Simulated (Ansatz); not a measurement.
# Cu2O at a changed volume: Quadrupolar parameters

The cell is a COD entry, relaxed with PBE at fixed cell and then changed (volume scaled by 0.94, ions relaxed).

Space group Pn-3m:1 (No. 224); a = 4.1814 Å.

| site | Wyckoff | site symmetry | x | y | z |
| --- | --- | --- | --- | --- | --- |
| Cu | 4b | .-3m | 0.2500 | 0.2500 | 0.2500 |
| O | 2a | -43m | 0.0000 | 0.0000 | 0.0000 |

One atom of each set is listed.

Method: Kohn–Sham DFT in Ansatz, PBE, plane waves and PAW, scalar-relativistic, 420 eV cutoff, Γ-centred 7×7×7 k-points, Fermi–Dirac smearing 0.02 eV.

V_zz is the principal component of the electric field gradient with the largest magnitude, η = (V_xx − V_yy)/V_zz and C_Q = eQV_zz/h. ν_Q = 3|C_Q|/[2I(2I − 1)].

65Cu: I = 3/2, Q = -204.0 mb; ¹⁷O: I = 5/2, Q = -25.58 mb. Nuclear quadrupole moments: year-2017 set (Pyykkö).

| site | atoms | first shell | C_Q (MHz) | η | ν_Q (MHz) |
| --- | --- | --- | --- | --- | --- |
| Cu | 4 | 2 O at 1.81 Å, angle 180° | 31.5 | 0.00 | 15.8 |
| O | 2 | 4 Cu at 1.81 Å | 0 | – | 0 |

An axis of threefold or higher order runs through Cu, so V_zz lies along it and η is zero. O sits on a cubic site, where every gradient vanishes.

Semilocal functionals underestimate gradients at Cu(I) with two or three neighbours, in Cu₂O by a fifth to nearly a half. At this changed cell the PBE pressure is 11 GPa.
